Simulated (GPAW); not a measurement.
A run of GPAW 26.7.0:

Contents of run.py:

```python
import numpy as np
from ase.dft.bandgap import bandgap
from ase.io import write
from ase.spacegroup import crystal
from gpaw import GPAW, PW, setup_paths
from gpaw.response.df import DielectricFunction

setup_paths.insert(0, '.')

# Cu 4c
atoms = crystal(['Cu'],
                basis=[[0.5, 0.63386665, 0.75]],
                spacegroup=63, setting=1,  # Cmcm
                cellpar=[2.43692738, 7.95275602, 2.47549552, 90.0, 90.0, 90.0],
                primitive_cell=True)

calc = GPAW(mode=PW(400),
            xc='PBE',
            kpts={'size': (9, 9, 9), 'gamma': True},
            occupations={'name': 'fermi-dirac', 'width': 0.05},
            nbands=23,
            convergence={'density': 1e-06},
            maxiter=100,
            txt='gpaw.txt')
atoms.calc = calc
energy = atoms.get_potential_energy()
calc.write('gs.gpw')
write('result.traj', atoms)
print(f'Energy: {energy:.6f} eV')
print('Fermi level:', round(calc.get_fermi_level(), 4), 'eV')
print(f'Gap: {bandgap(calc)[0]:.4f} eV, direct: {bandgap(calc, direct=True)[0]:.4f} eV')

dense = calc.fixed_density(kpts={'size': (7, 7, 7), 'gamma': True},
                           nbands=37, convergence={'bands': 31, 'eigenstates': 1e-7},
                           update_fermi_level=True, txt='dense.txt')
dense.write('dense.gpw', mode='all')

df = DielectricFunction('dense.gpw', frequencies={'type': 'nonlinear', 'domega0': 0.1, 'omega2': 20},
                        eta=0.5, ecut=80, nbands=31, txt='df.txt')
for i, q_c in enumerate([[0.1428571429, 0.1428571429, 0.1428571429], [0.4285714286, 0.4285714286, 0.4285714286]]):
    eels0, eels = df.get_eels_spectrum(xc='RPA', q_c=q_c, filename=f'eels_{i}.csv')
    q = np.linalg.norm(2 * np.pi * np.array(q_c) @ atoms.cell.reciprocal())
    w = df.get_frequencies()
    print(f'|q| = {q:.4f} 1/A: loss peak at {w[eels[w < 45].argmax()]:.3f} eV (below 45 eV)')
```

Potentials or basis: PAW data sets generated in the run's folder for this functional, pw.

Launch:

```console
$ gpaw-setup -f PBE Cu
$ OMP_NUM_THREADS=1 python run.py
```

Hardware: 1 thread of Arm Neoverse V1, on a shared host.

Question: How long does it take, and how much memory?

Answer: Wall time 93 s on 1 thread of Arm Neoverse V1, on a shared host, peak memory 0.31 GiB. Counts: scf iterations 22, plane waves 448, bands 23, k points 205.
